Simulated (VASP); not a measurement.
Here is a VASP 6.6.1 calculation.

INCAR

```
SYSTEM = ZnCu2SnS4
  PREC = Accurate
  ENCUT = 600
  EDIFF = 1E-7
  ISMEAR = 0
  SIGMA = 0.03
  LREAL = .FALSE.
  LASPH = .TRUE.
  NELM = 80
  ALGO = Normal
  ISIF = 3
  LWAVE = .FALSE.
  LCHARG = .FALSE.
  GGA = PS
  IBRION = 2
  NSW = 90
  EDIFFG = -0.005
  KPAR = 4
```

File KPOINTS:

```
Automatic mesh
0
G
  10 10 10
  0 0 0
```

File POSCAR:

```
ZnCu2SnS4                               
1.0
   -2.6903155384      2.6903155425      5.3757952037
    2.6903155384     -2.6903155425      5.3757952037
    2.6903155425      2.6903155384     -5.3757952037
  Zn              Cu              Sn              S             
     1     2     1     4
Direct
     0.2500000000000000    0.7500000000000000    0.5000000000000000
     0.0000000000000000    0.0000000000000000    0.0000000000000000
     0.7500000000000000    0.2500000000000000    0.5000000000000000
     0.5000000000000000    0.5000000000000000    0.0000000000000000
     0.3705739970347402    0.8976146918618929    0.0086688361230909
     0.1023853081381070    0.1110541442611979    0.4729593051728543
     0.8889458557388020    0.3619051609116563    0.9913311638769091
     0.6380948390883435    0.6294260029652601    0.5270406948271459
```

Potentials or basis: VASP PAW PBE potentials, release 64 (Zn, Cu, Sn_d, S).

Command:

```sh
$ cat potpaw_PBE.64/Zn/POTCAR potpaw_PBE.64/Cu/POTCAR potpaw_PBE.64/Sn_d/POTCAR potpaw_PBE.64/S/POTCAR > POTCAR
$ mpirun -np 4 vasp_std > vasp.out
```

(1) What does it give for the band gap on the k mesh?

(2) Predict the relaxed cell.

(3) What does it give for the relaxed volume?

Answers

(1) 0.14 eV, direct.

(2) a = 6.587 Å, b = 6.587 Å, c = 6.587 Å, α = 131.79°, β = 131.79°, γ = 70.56°.

(3) 19.46 Å³/atom.

Caveat: the PAW data sets were made with another functional, which shifts forces and pressure a little; spin-orbit coupling is left out, which moves the levels of the heavy elements.
